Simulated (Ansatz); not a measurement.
Al:

```
Al
1.0
     0.00000    2.02481    2.02481
     2.02481    0.00000    2.02481
     2.02481    2.02481    0.00000
Al
1
Direct
  0.00000 0.00000 0.00000
```

```yaml
Program: Ansatz 0.2.0
Task: relaxation of cell and atoms
Functional: PBE
Dispersion: D4
Potentials_or_basis: Ansatz PAW
Cutoff: "420 eV (not typed: the program's choice for these potentials)"
k_mesh: 11 × 11 × 11
Occupations: fermi-dirac, width 0.05 eV
Spin: no spin polarisation
```

At the start: volume 16.60 Å³/atom.

Task: Where does the relaxation end?

Result: It ends after 5 steps and the volume is 15.87 Å³/atom (-4.4 %); space group Fm-3m (No. 225, to 0.05 Å).

The path:
```csv
step,energy change (eV),largest force (eV/Å),volume (Å³)
1,0.0000,0.0000,16.60
2,-0.0086,0.0000,15.73
3,-0.0089,0.0000,15.88
4,-0.0089,0.0000,15.87
5,-0.0086,0.0000,15.87
```

Final structure:
```
CELL_PARAMETERS angstrom
0.00000 1.99453 1.99453
1.99453 0.00000 1.99453
1.99453 1.99453 0.00000
ATOMIC_POSITIONS crystal
Al 0.00000 0.00000 0.00000
```

The cell as given is a measured one (16.60 Å³/atom); PBE+D4 puts the equilibrium volume -4.4 % from it, thermal expansion not counted.

Caveat: the plane-wave basis is chosen anew once the cell has moved, so the energies of steps on either side of that aren't comparable.
